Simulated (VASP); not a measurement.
A run of VASP 6.6.1 is set up as follows.

File INCAR:

```
SYSTEM = LiF
  PREC = Accurate
  ENCUT = 600
  EDIFF = 1E-7
  ISMEAR = 0
  SIGMA = 0.03
  LREAL = .FALSE.
  LASPH = .TRUE.
  NELM = 80
  ALGO = Fast
  ISIF = 2
  LWAVE = .FALSE.
  LCHARG = .FALSE.
  GGA = PE
  IVDW = 12
  IBRION = 2
  NSW = 40
  EDIFFG = -0.01
```

The input KPOINTS:

```
Automatic mesh
0
G
  12 12 12
  0 0 0
```

Contents of POSCAR:

```
LiF                                     
1.0
    0.0000000000      1.9520105257      1.9520105257
    1.9520105257      0.0000000000      1.9520105257
    1.9520105257      1.9520105257      0.0000000000
  Li              F             
     1     1
Direct
     0.0000000000000000    0.0000000000000000    0.0000000000000000
     0.5000000000000000    0.5000000000000000    0.5000000000000000
```

Potentials or basis: VASP PAW PBE potentials, release 64 (Li_sv, F).

Launch:

```console
$ cat potpaw_PBE.64/Li_sv/POTCAR potpaw_PBE.64/F/POTCAR > POTCAR
$ mpirun -np 1 vasp_std > vasp.out
```

What does it give for the dispersion energy per atom?

-0.197 eV.

Predict the band gap on the k mesh.

9.98 eV, direct.

Final structure:
```yaml
crystal:
  lattice:
    - [0.00000, 1.95201, 1.95201]
    - [1.95201, 0.00000, 1.95201]
    - [1.95201, 1.95201, 0.00000]
  atoms:
    - { symbol: Li, position: [0.00000, 0.00000, 0.00000] }
    - { symbol: F, position: [0.50000, 0.50000, 0.50000] }
```

Caveat: the relaxation stopped at its first step, so nothing moved. A k mesh can miss the band edges.
